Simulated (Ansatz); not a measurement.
# Strain and the gap of CdF₂ (fluorite)

CdF₂ in the fluorite structure, relaxed with r2SCAN in the PAW code Ansatz. Space group Fm-3m (No. 225), cubic; a = 5.388 Å in the conventional setting, 13.04 Å³ an atom. Cd is surrounded by 8 F at 2.33 Å; F is surrounded by 4 Cd at 2.33 Å.

The axes x, y and z are those of this cell:
```
CELL_PARAMETERS angstrom
0.00000 2.69418 2.69418
2.69418 0.00000 2.69418
2.69418 2.69418 0.00000
ATOMIC_POSITIONS crystal
Cd 0.00000 0.00000 0.00000
F 0.25000 0.25000 0.25000
F 0.75000 0.75000 0.75000
```

Unstrained: PBE gives an indirect gap of 3.100 eV, from W to Γ; the least direct gap is 3.598 eV at Γ. r2SCAN gives an indirect gap of 3.794 eV, from W to Γ; the least direct gap is 4.306 eV at Γ. The HSE06 gap is indirect, 5.207 eV (W to Γ), below the direct gap of 5.791 eV at Γ. Meshes: PBE 8×8×8, r2SCAN 8×8×8, HSE06 6×6×6. Strains are changes of length per length. After each strain the atoms were relaxed again with r2SCAN within the symmetry that the strain leaves, so tilts or polar shifts that break it weren't tested; points keep the names that they have in the unstrained zone. Calculated for a static, non-magnetic cell.

Changes of the least gap in eV (an overlap counts as a negative gap):
```
                            strain  volume change (%)  space group     PBE  r2SCAN   HSE06  energy rise, r2SCAN (meV/atom)
          uniaxial +2.95 % along x               +2.9       I4/mmm  -0.142  -0.145       –                             6.4
      uniaxial -2.68 % along [111]               -2.7         R-3m  +0.099  +0.100  +0.108                             4.5
biaxial +1.64 % in x and y, z held               +3.3       I4/mmm  -0.130  -0.134       –                             5.5
```

Uniaxial +2.95 % along x, other directions held. r2SCAN: the gap goes from 3.794 to 3.649 eV (-0.145 eV). Stress change with r2SCAN, compression positive: xx -5.29, yy -1.97, zz -1.97 GPa.

Uniaxial -2.68 % along [111], other directions held. HSE06: the gap goes from 5.207 to 5.315 eV (+0.108 eV). Stress change with r2SCAN, compression positive: xx +3.31, yy +3.31, zz +3.31, xy +0.49, xz +0.49, yz +0.49 GPa.

Biaxial +1.64 % in x and y, z held. r2SCAN: the gap goes from 3.794 to 3.660 eV (-0.134 eV). Stress change with r2SCAN, compression positive: xx -4.02, yy -4.02, zz -2.16 GPa.

Spin-orbit coupling is left out.

The meshes of the hybrids are coarse, so their gaps aren't converged to the digits shown.
